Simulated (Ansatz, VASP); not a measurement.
# BN in VASP and in Ansatz

```
N B
1.0
     2.57085    0.00000    0.00000
    -1.28543    2.22642    0.00000
     0.00000    0.00000    4.25485
N B
2 2
Direct
  0.33333 0.66667 0.12528
  0.66667 0.33333 0.62528
  0.33333 0.66667 0.49972
  0.66667 0.33333 0.99972
```

Change from the starting cell: volume scaled by 1.02.

Alike in both runs: task single point; functional PBEsol; k mesh 12 × 12 × 6; occupations fermi-dirac, width 0.05 eV; no spin polarisation.

|  | VASP | Ansatz |
| --- | --- | --- |
| version | VASP 6.6.1 | Ansatz 0.2.0 |
| potentials or method | VASP PAW PBE potentials, release 64 (N, B) | Ansatz PAW |
| plane-wave cutoff (eV) | 520 | 420 |
| valence electrons in the cell | 16 | 16 |

|  | VASP | Ansatz | Ansatz less VASP |
| --- | --- | --- | --- |
| gap on the k mesh at the Fermi level (eV) | 5.00 | 5.02 | +0.016 |
| least direct gap on the mesh (eV) | 8.05 | 8.05 | +0.004 |
| pressure (GPa) | -12.4 | -12.8 | -0.47 |
| largest component of the traceless stress (GPa) | 0.47 | 0.43 | -0.044 |
| rms of the force components (eV/Å) | 0.014 | 0.016 | +0.0018 |

Atom by atom the forces differ by 0.002 eV/Å (rms over components).

Caveats: the PAW data sets were made with another functional, which shifts forces and pressure a little (VASP); the pressure holds a Pulay correction of +1.1 GPa for the finite cutoff (Ansatz); the PAW data sets come from PBE, with cores solved anew for the run's functional, which leaves a small shift of forces and pressure (Ansatz). A k mesh can miss the band edges.
